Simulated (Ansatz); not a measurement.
**Ansatz 0.2.0, relaxation: TiPbO₃**

Run with:

```bash
ansatz run input.yaml --threads 2 --pin off --max-ram 3584MiB --backend cpu --events-out ev --progress --plain --runs-dir out
```

The input file (Ansatz 0.2.0, plane waves):

```yaml
crystal:
  lattice:
    - [3.94770707, 0.0, 3.94770707]
    - [0.0, 3.94770707, 0.0]
    - [3.94770707, 0.0, -3.94770707]
  atoms:
    - { symbol: Pb, position: [0.0, 0.0, 0.0] }
    - { symbol: Pb, position: [0.5, 0.0, 0.5] }
    - { symbol: Ti, position: [0.0, 0.5, 0.5] }
    - { symbol: Ti, position: [0.5, 0.5, 0.0] }
    - { symbol: O, position: [0.25, 0.5, 0.75] }
    - { symbol: O, position: [0.75, 0.5, 0.25] }
    - { symbol: O, position: [0.0, 0.0, 0.5] }
    - { symbol: O, position: [0.5, 0.0, 0.0] }
    - { symbol: O, position: [0.25, 0.5, 0.25] }
    - { symbol: O, position: [0.75, 0.5, 0.75] }
  symmetry: { tolerance: 0.0003 }
kpoints:
  mp_grid: { grid: [5, 7, 5], shift: [0, 0, 0] }
magnetization:
  spin_polarized: false
scf:
  occupations: { method: fermi_dirac }
  lower_state_search: "off"
hamiltonian:
  pseudopotentials: { kind: paw }
  xc: pbe
basis:
  ecutwfc: 420
  fft_grid_basis: typed
relax:
  max_steps: 80
  cell: { p_target: 20.0 }
  f_tol: 0.03
output:
  forces: true
  stress: true
  eigenvalues: true
  bader: true
  populations: true
  elf: true
  write_potential: true
  volumetric_format: npy
  dos:
    e_range: [-12, 8]
    de: 0.05
    projected: { site_lists: { O: [O], Pb: [Pb], Ti: [Ti] } }
checkpoint:
  read: saved_state
```

Origin of the cell: a database entry, scaled a little.

The smearing width isn't typed, so it takes its default of 0.1 eV.

The saved state is a converged single point of the same cell.

Steps («new basis» is an SCF on plane waves selected anew at the same cell):

```json
{"step": "1", "ΔH (meV/atom)": "0.0", "max force component (eV/Å)": "0.000", "P (GPa)": "2.54", "volume (Å³)": "123.05", "SCF iterations": "6", "step was": "accepted"}
{"step": "2", "ΔH (meV/atom)": "-54.2", "max force component (eV/Å)": "0.000", "P (GPa)": "25.45", "volume (Å³)": "111.53", "SCF iterations": "6", "step was": "accepted"}
{"step": "3", "ΔH (meV/atom)": "-56.9", "max force component (eV/Å)": "0.000", "P (GPa)": "19.40", "volume (Å³)": "114.07", "SCF iterations": "6", "step was": "accepted"}
{"step": "4", "ΔH (meV/atom)": "-57.1", "max force component (eV/Å)": "0.000", "P (GPa)": "19.98", "volume (Å³)": "113.81", "SCF iterations": "6", "step was": "accepted"}
{"step": "5", "ΔH (meV/atom)": "-54.7", "max force component (eV/Å)": "0.000", "P (GPa)": "19.60", "volume (Å³)": "113.81", "SCF iterations": "6", "step was": "new basis"}
{"step": "6", "ΔH (meV/atom)": "-54.8", "max force component (eV/Å)": "0.000", "P (GPa)": "20.00", "volume (Å³)": "113.64", "SCF iterations": "6", "step was": "accepted"}
{"step": "7", "ΔH (meV/atom)": "-54.8", "max force component (eV/Å)": "0.000", "P (GPa)": "20.00", "volume (Å³)": "113.64", "SCF iterations": "6", "step was": "new basis"}
```

The starting structure.

Space group Pm-3m (No. 221); the run's cell has a = 5.583 Å, b = 3.948 Å, c = 5.583 Å, α = 90.00°, β = 90.00°, γ = 90.00°. Shortest distances: O–Ti 1.97 Å, O–Pb 2.79 Å, O–O 2.79 Å, Pb–Ti 3.42 Å.

The relaxed structure.

Space group Pm-3m (No. 221); the run's cell has a = 5.437 Å, b = 3.844 Å, c = 5.437 Å, α = 90.00°, β = 90.00°, γ = 90.00°. Shortest distances: O–Ti 1.92 Å, O–Pb 2.72 Å, O–O 2.72 Å, Pb–Ti 3.33 Å.

```
CELL_PARAMETERS angstrom
3.84442 0.00000 3.84442
0.00000 3.84445 0.00000
3.84442 0.00000 -3.84442
ATOMIC_POSITIONS crystal
Pb 0.00000 0.00000 0.00000
Pb 0.50000 0.00000 0.50000
Ti 0.00000 0.50000 0.50000
Ti 0.50000 0.50000 0.00000
O 0.25000 0.50000 0.75000
O 0.75000 0.50000 0.25000
O 0.00000 0.00000 0.50000
O 0.50000 0.00000 0.00000
O 0.25000 0.50000 0.25000
O 0.75000 0.50000 0.75000
```

- Enthalpy lowered by: 54.8 meV/atom
- Volume change: -7.64 %
- Final pressure: 20.00 GPa
- Relaxation steps listed: 7
- Gap on the mesh: 1.65 eV

Caveats: no spin-orbit coupling, though heavy elements are present; the relaxation held the start's symmetry, so the end may be a saddle point.

Time: 63 s of wall time on 2 CPU thread(s) of a shared host, from a saved density.
